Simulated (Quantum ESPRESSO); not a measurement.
A calculation with Quantum ESPRESSO 7.5 of Pb (ASE script, structure typed inline):

File run.py:

```python
import numpy as np
from ase.calculators.espresso import Espresso, EspressoProfile
from ase import Atoms

atoms = Atoms(['Pb', 'Pb'],
              cell=[[0.0, 3.4390000555, 3.4390000555], [3.4390000555, 0.0, 3.4390000555], [3.4390000555, 3.4390000555, 0.0]],
              scaled_positions=[[0.25, 0.25, 0.25], [0.0, 0.0, 0.0]],
              pbc=True)

input_data = {
    'control': {'calculation': 'scf', 'prefix': 'pwscf', 'outdir': './tmp', 'tprnfor': True, 'tstress': True, 'disk_io': 'nowf'},
    'system': {'ecutwfc': 45.0, 'ecutrho': 360.0, 'nbnd': 21, 'occupations': 'smearing', 'smearing': 'fd', 'degauss': 0.00367493},
    'electrons': {'conv_thr': 4e-10, 'electron_maxstep': 120, 'mixing_beta': 0.5},
}
pseudopotentials = {'Pb': 'pb_pbesol_v1.uspp.F.UPF'}
profile = EspressoProfile(command='mpirun -n 2 pw.x -nk 2', pseudo_dir='pseudo')
dft = Espresso(profile=profile, input_data=input_data, pseudopotentials=pseudopotentials, kpts=(7, 7, 7), koffset=(0, 0, 0))
atoms.calc = dft

print(f'energy {atoms.get_potential_energy():.8f} eV')
print('forces (eV/A)')
print(np.round(atoms.get_forces(), 6))
print('stress (eV/A^3, Voigt)')
print(np.round(atoms.get_stress(), 8))
print(f'Fermi level {dft.get_fermi_level():.4f} eV')
```

Potentials or basis: GBRV 1.5 PBEsol.

Run with:

```console
$ OMP_NUM_THREADS=1 python run.py
```

This isn't the form of Pb at room conditions, which is fcc.

Task: Write the same calculation in another form: native input, structure typed inline.

Result: As run:

Contents of pw.in:

```
&CONTROL
  calculation = 'scf'
  prefix = 'pwscf'
  outdir = './tmp'
  pseudo_dir = './pseudo'
  tprnfor = .true.
  tstress = .true.
  disk_io = 'low'
/
&SYSTEM
  ibrav = 0
  nat = 2
  ntyp = 1
  ecutwfc = 45
  ecutrho = 360
  nbnd = 21
  occupations = 'smearing'
  smearing = 'fd'
  degauss = 0.00367493
/
&ELECTRONS
  conv_thr = 4d-10
  electron_maxstep = 120
  mixing_beta = 0.5
/
ATOMIC_SPECIES
Pb   207.2000 pb_pbesol_v1.uspp.F.UPF
CELL_PARAMETERS angstrom
   0.0000000000    3.4390000555    3.4390000555
   3.4390000555    0.0000000000    3.4390000555
   3.4390000555    3.4390000555    0.0000000000
ATOMIC_POSITIONS crystal
Pb     0.2500000000    0.2500000000    0.2500000000
Pb     0.0000000000    0.0000000000    0.0000000000
K_POINTS automatic
7 7 7 0 0 0
```

The input pp_density.in:

```
&INPUTPP
  prefix = 'pwscf'
  outdir = './tmp'
  filplot = 'density.dat'
  plot_num = 0
/
&PLOT
  nfile = 1
  filepp(1) = 'density.dat'
  iflag = 3
  output_format = 6
  fileout = 'density.cube'
/
```

Contents of pp_potential.in:

```
&INPUTPP
  prefix = 'pwscf'
  outdir = './tmp'
  filplot = 'potential.dat'
  plot_num = 11
/
&PLOT
  nfile = 1
  filepp(1) = 'potential.dat'
  iflag = 3
  output_format = 6
  fileout = 'potential.cube'
/
```

Potentials or basis: GBRV 1.5 PBEsol.

Run with:

```sh
$ OMP_NUM_THREADS=1 mpirun -n 2 pw.x -nk 2 -in pw.in > pw.out
$ OMP_NUM_THREADS=1 mpirun -n 1 pp.x -in pp_density.in > pp_density.out
$ OMP_NUM_THREADS=1 mpirun -n 1 pp.x -in pp_potential.in > pp_potential.out
```

Both were run:

|  | ASE script, structure typed inline | native input, structure typed inline |
| --- | --- | --- |
| Pressure | 0.3 GPa | 0.3 GPa |
| Band gap on the k mesh | none (metal or under the smearing width) | none (metal or under the smearing width) |

Keys that steer only the numerical path or the files written may differ.
